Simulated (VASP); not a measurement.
A run of VASP 6.6.1:

The input INCAR:

```
SYSTEM = HfB
PREC     = Accurate       ! precision mode
ENCUT    = 600            ! plane-wave cutoff, eV
EDIFF    = 1E-6           ! SCF threshold, eV
ISMEAR   = 0              ! smearing method
SIGMA    = 0.1            ! smearing width, eV
LREAL    = .False.        ! projectors in reciprocal space
LASPH    = .True.         ! aspherical terms in the spheres
NELM     = 80             ! most SCF steps
ALGO     = Normal         ! electronic algorithm
ISIF     = 3              ! what is computed and relaxed
LWAVE    = .False.        ! write WAVECAR
LCHARG   = .False.        ! write CHGCAR
GGA      = PE             ! functional
IBRION   = 2              ! ionic algorithm
NSW      = 100            ! ionic steps
EDIFFG   = -0.005         ! ionic threshold
```

Contents of KPOINTS:

```
regular mesh
0
Gamma
  16 16 16
  0 0 0
```

POSCAR

```
HfB
1.0
    0.0000000000      2.4181342378      2.4181342378
    2.4181342378      0.0000000000      2.4181342378
    2.4181342378      2.4181342378      0.0000000000
Hf B
1 1
Direct
    0.5000000000      0.5000000000      0.5000000000
    0.0000000000      0.0000000000      0.0000000000
```

Potentials or basis: VASP PAW PBE potentials, release 64 (Hf_pv, B).

The run is started by

```sh
$ cat potpaw_PBE.64/Hf_pv/POTCAR potpaw_PBE.64/B/POTCAR > POTCAR
$ mpirun -np 1 vasp_std > vasp.out
```

Hardware: 1 thread of AMD EPYC 7571, on a shared host.

Q: Estimate the wall time of this run.

A: Wall time 2.2 min on 1 thread of AMD EPYC 7571, with other jobs on the host, peak memory 0.17 GiB. Counts: scf iterations 21, k points 145, ion steps 3.
